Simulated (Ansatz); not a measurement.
Crystal: GaN.

```
Ga N
1.0
     3.18000    0.00000    0.00000
    -1.59000    2.75396    0.00000
     0.00000    0.00000    5.16600
Ga N
2 2
Direct
  0.66667 0.33333 0.50000
  0.33333 0.66667 0.00000
  0.66667 0.33333 0.87500
  0.33333 0.66667 0.37500
```

Base run:

```yaml
Program: Ansatz 0.2.0
Functional: r2SCAN
Potentials_or_basis: Ansatz PAW
Cutoff: "500 eV (not typed: the program's choice for these potentials)"
k_mesh: 10 × 10 × 5
Occupations: fermi-dirac, width 0.05 eV
Spin: no spin polarisation
```

Its results: band gap on the k mesh 2.38 eV, direct.

**Question.** The run is repeated on the same cell with these changes: functional from r2SCAN to PBEsol; cutoff from 500 eV (not typed: the program's choice for these potentials) to 420 eV (not typed: the program's choice for these potentials); occupations from fermi-dirac, width 0.05 eV to fixed. What comes out?

**Answer.** Band gap on the k mesh 1.91 eV, direct.

Caveats: odd divisions of the mesh miss points on the zone boundary, where band edges often lie, so the gap on the mesh can be too wide (some runs).
